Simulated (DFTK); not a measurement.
Write the native input for DFTK 0.8.2 that does the following.

```yaml
Task: single point
Functional: PBE
Potentials_or_basis: dojo.nc.sr.pbe.v0_4_1.standard.upf (PBE)
Cutoff: 1197 eV
k_mesh: 8 × 8 × 5
Occupations: fermi-dirac, width 0.05 eV
Spin: no spin polarisation
Valence_electrons: Na 9
SCF_tolerance_on_the_density: 1e-06
```

Na:

```
Na
1.0
     3.76700    0.00000    0.00000
    -1.88350    3.26232    0.00000
     0.00000    0.00000    6.15400
Na
2
Cartesian
  1.8835 1.0874 4.6155
  0.0000 2.1749 1.5385
```

This isn't the form of Na at room conditions, which is bcc.

One way to write it, as run:

run.jl

```julia
using DFTK
using PseudoPotentialData
using Unitful, UnitfulAtomic
using LinearAlgebra, Printf
include("save.jl")
disable_threading()

# lattice vectors are the columns
lattice = austrip(1u"Å") * [         3.767        -1.8835            0.0;
                      0.0   3.2623176961            0.0;
                      0.0            0.0          6.154]
symbols   = [:Na, :Na]
positions = [[0.6666666667, 0.3333333333, 0.75],
             [0.3333333333, 0.6666666667, 0.25]]
pseudopotentials = PseudoFamily("dojo.nc.sr.pbe.v0_4_1.standard.upf")
elements = Dict(s => ElementPsp(s, pseudopotentials) for s in unique(symbols))
atoms    = [elements[s] for s in symbols]

build_model(lattice, positions; symmetries=true) =
    model_DFT(lattice, atoms, positions;
              functionals=PBE(),
              temperature=austrip(0.05u"eV"),
              smearing=Smearing.FermiDirac(),
              symmetries)
Ecut  = 44.0  # hartree
kgrid = [8, 8, 5]
tol   = 1e-6
to_GPa = ustrip(uconvert(u"GPa", 1u"hartree/bohr^3"))

model = build_model(lattice, positions)
basis = PlaneWaveBasis(model; Ecut, kgrid)
display(basis)
scfres = self_consistent_field(basis;
                               tol,
                               nbandsalg=AdaptiveBands(model; n_bands_converge=14))
display(scfres.energies)
@printf "Fermi level: %.6f eV\n" ustrip(auconvert(u"eV", something(scfres.εF, NaN)))
forces = compute_forces_cart(scfres)
println("Forces (eV/Å)")
for (s, f) in zip(symbols, forces)
    @printf "%-3s %12.6f %12.6f %12.6f\n" s ustrip.(auconvert.(u"eV/Å", f))...
end
stress = compute_stresses_cart(scfres)
println("Stress (GPa)")
display(round.(stress * to_GPa; digits=4))
println("Levels at the first k-point (eV): ", round.(ustrip.(auconvert.(u"eV", scfres.eigenvalues[1][1:scfres.n_bands_converge])); digits=4))
save_scf!(scfres; forces, stress)
```

Potentials or basis: dojo.nc.sr.pbe.v0_4_1.standard.upf (PBE).

Launch:

```sh
$ julia --threads=1 run.jl  # save.jl only writes the numbers to a file and isn't shown; printed stress counts tension as positive; times include loading and compiling
```

Results of the run:

```
Pressure               : -0.1 GPa
Band gap on the k mesh : none (metal or under the smearing width)
```

Wall time 3.3 min on 1 thread of Intel(R) Xeon(R) Platinum 8259CL CPU @ 2.50GHz (Skylake/Cascade Lake), with other jobs on the host, peak memory 1.9 GiB.
